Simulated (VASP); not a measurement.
# CdSe (P6_3mc) in VASP: further runs, part 2 of 2

VASP 6.6.1. Earlier steps stand in the parts before.

### Step 3. Relaxation of cell and atoms, PBE

This run uses another cell than the first one, of 30.13 Å³/atom, 1.072 times its volume.

File INCAR:

```
SYSTEM = CdSe
PREC = Accurate
ENCUT = 520
EDIFF = 1E-7
ISMEAR = 0
SIGMA = 0.02
LREAL = .FALSE.
LASPH = .TRUE.
NELM = 100
ALGO = Fast
ISIF = 3
LWAVE = .FALSE.
LCHARG = .FALSE.
GGA = PE
IBRION = 2
NSW = 80
EDIFFG = -0.002
```

File KPOINTS:

```
Automatic mesh
0
G
  3 3 2
  0 0 0
```

File POSCAR:

```
CdSe                                    
1.0
    4.4228025518      0.0000000000      0.0000000000
   -2.2114012759      3.8302593698     -0.0000000000
    0.0000000000     -0.0000000000      7.1153808487
  Cd              Se            
     2     2
Direct
     0.3333333300000021    0.6666666699999979    0.0041483164589488
     0.6666666699999979    0.3333333300000021    0.5041483164589489
     0.3333333300000021    0.6666666699999979    0.3808516835410491
     0.6666666699999979    0.3333333300000021    0.8808516835410491
```

Potentials or basis: VASP PAW PBE potentials, release 64 (Cd, Se).

Run with:

```bash
$ cat potpaw_PBE.64/Cd/POTCAR potpaw_PBE.64/Se/POTCAR > POTCAR
$ mpirun -np 1 vasp_std > vasp.out
```

OUTCAR:

```text
SYSTEM = CdSe
   PREC = Accurate
   ENCUT = 520
   EDIFF = 1E-7
   ISMEAR = 0
   LREAL = .FALSE.
   LASPH = .TRUE.
   NELM = 100
   ISIF = 3
   GGA = PE
   IBRION = 2
   NSW = 80
   EDIFFG = -0.002

 ion  position               nearest neighbor table
   1  0.333  0.667  0.004-   3 2.68   4 2.70   4 2.70   4 2.70
   2  0.667  0.333  0.504-   4 2.68   3 2.70   3 2.70   3 2.70
   3  0.333  0.667  0.381-   1 2.68   2 2.70   2 2.70   2 2.70
   4  0.667  0.333  0.881-   2 2.68   1 2.70   1 2.70   1 2.70

  LATTYP: Found a hexagonal cell.
 ALAT       =     4.4228025518
 C/A-ratio  =     1.6087945969

  Lattice vectors:

 A1 = (   4.4228025518,   0.0000000000,   0.0000000000)
 A2 = (  -2.2114012759,   3.8302593698,   0.0000000000)
 A3 = (   0.0000000000,   0.0000000000,   7.1153808487)

Analysis of symmetry for initial positions (statically):
=====================================================================
 Subroutine PRICEL returns:
 Original cell was already a primitive cell.

 Routine SETGRP: Setting up the symmetry group for a
 hexagonal supercell.

 Subroutine GETGRP returns: Found 12 space group operations
 (whereof  6 operations were pure point group operations)
 out of a pool of 24 trial point group operations.

The static configuration has the point symmetry C_3v.
 The point group associated with its full space group is C_6v.

Analysis of symmetry for dynamics (positions and initial velocities):
=====================================================================
 Subroutine PRICEL returns:
 Original cell was already a primitive cell.

 Routine SETGRP: Setting up the symmetry group for a
 hexagonal supercell.

 Subroutine GETGRP returns: Found 12 space group operations
 (whereof  6 operations were pure point group operations)
[... 164 lines left out ...]
      2.21140      1.27675      3.58721        -0.000000     -0.000000     -0.001050
     -0.00000      2.55351      2.70990         0.000000      0.000000      0.001050
      2.21140      1.27675      6.26760        -0.000000     -0.000000      0.001050
 -----------------------------------------------------------------------------------
    total drift:                               -0.000013      0.000008      0.000398

  FREE ENERGIE OF THE ION-ELECTRON SYSTEM (eV)
  ---------------------------------------------------
  free  energy   TOTEN  =       -10.8002360892 eV

  energy  without entropy=      -10.8002360892  energy(sigma->0) =      -10.80023609

--------------------------------------- Ionic step        2  -------------------------------------------

 number of electron      35.9999999 magnetization

 Free energy of the ion-electron system (eV)
  ---------------------------------------------------
  ext. energy  EPLUGINS =         0.00000000
  ---------------------------------------------------
  free energy    TOTEN  =       -10.80023673 eV

  energy without entropy =      -10.80023673  energy(sigma->0) =      -10.80023673

 E-fermi :   0.6014     XC(G=0):  -8.5486

 val. band max:        0.4577466715   @ k =   0.0000   0.0000   0.0000
 cond. band min:       0.9585053960   @ k =   0.0000   0.0000   0.0000
 fundamental gap:      0.5007587245
 Fermi energy:         0.6013701072

 k-point     1 :       0.0000    0.0000    0.0000
  band No.  band energies     occupation
      1     -11.7590      2.00000
      2     -11.4286      2.00000
      3      -7.3099      2.00000
      4      -7.2934      2.00000
      5      -7.2934      2.00000
      6      -7.2359      2.00000
[... 139 lines left out ...]
     21       6.2969      0.00000
     22       6.2969      0.00000

------------------------ aborting loop because EDIFF is reached ----------------------------------------

  FORCE on cell =-STRESS in cart. coord.  units (eV):
  Direction    XX          YY          ZZ          XY          YZ          ZX
  --------------------------------------------------------------------------------------
  -------------------------------------------------------------------------------------
  Total       -0.0018165     -0.0018165      0.0002844      0.0000000      0.0000000     -0.0000000
  in kB       -0.0241436     -0.0241436      0.0037801      0.0000000      0.0000000     -0.0000000
  external PRESSURE =      -0.0148357 kB  Pullay stress =       0.0000000 kB

 VOLUME and BASIS-vectors are now :
 -----------------------------------------------------------------------------
  energy-cutoff  :      520.00
  volume of cell :      120.55
      direct lattice vectors                 reciprocal lattice vectors
     4.422708845  0.000000000  0.000000000     0.226105772  0.130542228 -0.000000000
    -2.211354423  3.830178218 -0.000000000     0.000000000  0.261084457  0.000000000
     0.000000000  0.000000000  7.116167880    -0.000000000  0.000000000  0.140525071

 POSITION                                       TOTAL-FORCE (eV/Angst)
 -----------------------------------------------------------------------------------
     -0.00000      2.55345      0.02947        -0.000000     -0.000000      0.000204
      2.21135      1.27673      3.58755         0.000000      0.000000      0.000204
     -0.00000      2.55345      2.71026         0.000000     -0.000000     -0.000204
      2.21135      1.27673      6.26834        -0.000000      0.000000     -0.000204
 -----------------------------------------------------------------------------------
    total drift:                               -0.000013      0.000008      0.000834

  FREE ENERGIE OF THE ION-ELECTRON SYSTEM (eV)
  ---------------------------------------------------
  free  energy   TOTEN  =       -10.8002367256 eV

  energy  without entropy=      -10.8002367256  energy(sigma->0) =      -10.80023673

 reached required accuracy - stopping structural energy minimisation
```

OSZICAR:

```text
N       E                     dE             d eps       ncg     rms          rms(c)
DAV:   1     0.242755028966E+03    0.24276E+03   -0.17368E+04   264   0.147E+03
DAV:   2     0.526246513867E+01   -0.23749E+03   -0.23253E+03   282   0.345E+02
DAV:   3    -0.114197406576E+02   -0.16682E+02   -0.16262E+02   312   0.836E+01
[... 16 lines left out ...]
DAV:   1    -0.108002409881E+02   -0.49199E-05   -0.24503E-04   312   0.119E-01    0.137E-02
RMM:   2    -0.108002381526E+02    0.28356E-05   -0.85180E-06   264   0.260E-02    0.603E-03
RMM:   3    -0.108002372143E+02    0.93829E-06   -0.16510E-06   264   0.776E-03    0.330E-03
RMM:   4    -0.108002367969E+02    0.41742E-06   -0.46988E-07   207   0.394E-03    0.113E-03
RMM:   5    -0.108002367256E+02    0.71324E-07   -0.39529E-08   147   0.122E-03
   2 F= -.10800237E+02 E0= -.10800237E+02  d E =-.636356E-06
```

CONTCAR:

```text
CdSe
   1.00000000000000
     4.4227088454774055    0.0000000000000000    0.0000000000000000
    -2.2113544227387028    3.8301782177438821   -0.0000000000000000
     0.0000000000000000    0.0000000000000000    7.1161678799475370
  Cd              Se
     2     2
Direct
     0.3333333300000021    0.6666666699999979    0.0041411981898587
     0.6666666699999979    0.3333333300000021    0.5041411981898587
     0.3333333300000021    0.6666666699999979    0.3808588018101394
     0.6666666699999979    0.3333333300000021    0.8808588018101393

  0.00000000E+00  0.00000000E+00  0.00000000E+00
  0.00000000E+00  0.00000000E+00  0.00000000E+00
  0.00000000E+00  0.00000000E+00  0.00000000E+00
  0.00000000E+00  0.00000000E+00  0.00000000E+00
```

Run time: 33 s. Hardware: 1 thread of Intel Xeon 6975P-C (Granite Rapids), shared host; peak memory 0.24 GiB.

What came out:

```yaml
Free_energy: -10.8002 eV
Energy_gained_by_relaxing: 0.0 meV/atom
Ionic_steps: 2
Pressure_after_relaxing: 0.0 GPa
Band_gap_on_the_k_mesh: 0.50 eV, direct
```

Final structure:
```
CELL_PARAMETERS angstrom
4.42271 0.00000 0.00000
-2.21135 3.83018 0.00000
0.00000 0.00000 7.11617
ATOMIC_POSITIONS crystal
Cd 0.33333 0.66667 0.00414
Cd 0.66667 0.33333 0.50414
Se 0.33333 0.66667 0.38086
Se 0.66667 0.33333 0.88086
```

Levels at points of the mesh, in eV from the valence-band top:
| k point | band 15 | band 16 | band 17 | band 18 | band 19 | band 20 | band 21 | band 22 |
| --- | --- | --- | --- | --- | --- | --- | --- | --- |
| (0.00, 0.00, 0.00) | -0.70 | -0.01 | 0.00 | 0.00 | 0.50 | 2.03 | 5.77 | 5.77 |
| (0.00, 0.00, 0.50) | -0.37 | -0.37 | -0.37 | -0.37 | 2.20 | 2.20 | 5.77 | 5.77 |

Caveat: the k mesh is coarse (spacing up to 0.55 Å⁻¹), so the values aren't converged.
